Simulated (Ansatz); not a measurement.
## Relativity in AgBr

```
Ag Br
1.0
     0.00000    2.88605    2.88605
     2.88605    0.00000    2.88605
     2.88605    2.88605    0.00000
Ag Br
1 1
Cartesian
  2.8861 2.8861 2.8861
  0.0000 0.0000 0.0000
```

Atom numbers follow the list: Ag1, Br2.

The conventional cell has a = 5.772 Å, b = 5.772 Å, c = 5.772 Å, α = 90.00°, β = 90.00°, γ = 90.00°. Ag (atom 1) is surrounded by 6 Br at 2.89 Å. Br (atom 2) is surrounded by 6 Ag at 2.89 Å.

The cell is COD entry 9011682, as deposited and not checked against the literature; nothing was relaxed.

One fixed cell is solved with PBE by frozen-core PAW in Ansatz 0.2.0 under different relativistic treatments. Pressure is positive in compression.

Settings: a Γ-centred 7×7×7 k mesh, Fermi–Dirac smearing of 0.03 eV, cutoff 420 eV, no spin polarisation.

| setting | P (GPa) | gap over the k mesh and a high-symmetry path (eV) | lowest level at Γ above −25 eV, from the valence-band top or, without a gap, the Fermi level (eV) |
| --- | --- | --- | --- |
| scalar-relativistic | 1.52 | ? | -14.98 |
| with spin–orbit coupling | 1.51 | ? | -15.06 |

Problem. Fill in "gap over the k mesh and a high-symmetry path (eV)" for the row "scalar-relativistic".

Solution. 0.68.

Problem. Give the missing entry: row "with spin–orbit coupling", column "gap over the k mesh and a high-symmetry path (eV)".

Solution. 0.59.
